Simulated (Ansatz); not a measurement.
An added O started as a split pair with an O atom in corundum Al2O3, 121 atoms, charge −1

All numbers come from Ansatz (PAW, plane waves, no spin–orbit coupling) at the single k point (¼, ¼, ¼) without its symmetry partners. The atoms were relaxed with PBEsol in a fixed cell; other functionals are single points on those atoms unless said otherwise. The valence top and gap of the host come from its small cell on a dense mesh, with the band extrema sought between the mesh points, lined up by the mean potential, PBEsol gap 6.03 eV, HSE06 gap 7.99 eV. The charge correction uses an assumed dielectric constant of 10.

Cell: a = 9.548 Å, b = 9.548 Å, c = 13.014 Å, α = 90.00°, β = 90.00°, γ = 120.00°.

Nearest atoms after relaxation, from the placed atom (for vacancies from the middle of the vacant sites): Al at 1.83 Å, Al at 1.88 Å, Al at 1.89 Å, Al at 1.99 Å, O at 2.16 Å, O at 2.43 Å, O at 2.48 Å, O at 2.52 Å.

Chemical potentials μ are those of reference phases of the elements at zero temperature by the same functional (the usual solids, diamond for C, grey Sn, and the molecules H2, N2, O2, F2, Cl2, Br2 and S8).

```csv
functional,E(defect) − E(host) − Σ nμ + q·E_VBM (eV),monopole (eV),alignment (eV),formation energy at E_F = VBM (eV),moment (μB),"wall time, shared host"
PBEsol,6.88,0.19,-0.08,6.99,1.0,18 s on NVIDIA GB200 (relaxation)
```

Question: Estimate the formation energy and moment that HSE06 gives on these atoms.

Answer: 8.66 eV at E_F = VBM (8.55 eV before the monopole term 0.19 eV and the alignment -0.08 eV), moment 1.0 μB.

HSE06 one-electron levels near the gap (the ten most localised at most), from the host's valence top, not corrected for the charge's images:

| level (eV) | spin | filling | atoms sharing it | element of the atom with most weight |
| --- | --- | --- | --- | --- |
| -0.20 | down | 1.00 | 53.5 | spread |
| -0.13 | up | 1.00 | 54.8 | spread |
| -0.11 | down | 1.00 | 51.0 | spread |
| 0.21 | down | 1.00 | 9.2 | O |
| 0.56 | up | 1.00 | 7.8 | O |
| 0.59 | up | 1.00 | 7.4 | O |
| 0.78 | down | 1.00 | 7.0 | O |
| 0.81 | down | 1.00 | 6.8 | O |
| 1.78 | up | 1.00 | 3.5 | O |
| 5.53 | down | 0.00 | 3.0 | O |

All elements are taken at their own reference at once; growth conditions in equilibrium with the host shift these energies, by up to the host's formation enthalpy.

One k point and a cell of this size can leave errors of several tenths of an eV in such numbers.
